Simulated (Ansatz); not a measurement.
Write the native input for Ansatz 0.2.0 that does the following.

```
Task                : phonons
Functional          : LDA
Potentials or basis : all-electron LAPW, scalar-relativistic
Cutoff              : 230 eV (chosen from the basis error)
Basis error allowed : 0.001 eV/atom
k mesh              : 7 × 7 × 7
Occupations         : fermi-dirac, width 0.05 eV
Spin                : no spin polarisation
```

Crystal: SrO.

```xyz
2
Lattice="0.0000 2.5663 2.5663 2.5663 0.0000 2.5663 2.5663 2.5663 0.0000" Properties=species:S:1:pos:R:3 pbc="T T T"
Sr    2.5663    2.5663    2.5663
O     0.0000    0.0000    0.0000
```

The input as run:

input.yaml

```yaml
crystal:
  lattice:
    - [0.0, 2.5663, 2.5663]
    - [2.5663, 0.0, 2.5663]
    - [2.5663, 2.5663, 0.0]
  atoms:
    - { symbol: Sr, position: [0.5, 0.5, 0.5] }
    - { symbol: O, position: [0.0, 0.0, 0.0] }
kpoints:
  mp_grid: { grid: [7, 7, 7] }
scf:
  occupations: { method: fermi_dirac, width: 0.05 }
hamiltonian:
  xc: lda
  pseudopotentials: { kind: all_electron, lapw: { basis_error: 0.001 } }
output: {}
phonons:
  method: fd
  supercell: [1, 1, 1]
```

Potentials or basis: all-electron LAPW, scalar-relativistic.

Run with:

```bash
$ ansatz run input.yaml --threads 1 --pin off --max-ram 3072MiB --backend cpu --events-out ev --progress --plain --runs-dir out
```

Results of the run:

```json
{"Band gap on the k mesh": "3.25 eV, indirect (least direct gap 3.33 eV)", "Highest phonon frequency at Γ, LO-TO splitting left out": "191 cm⁻¹"}
```

Caveat: an odd mesh through Γ misses points on the zone boundary, where band edges often lie.

Run time: 14 s on 1 thread of Intel(R) Xeon(R) Platinum 8375C CPU @ 2.90GHz (Ice Lake), with other jobs on the host, peak memory 0.33 GiB.
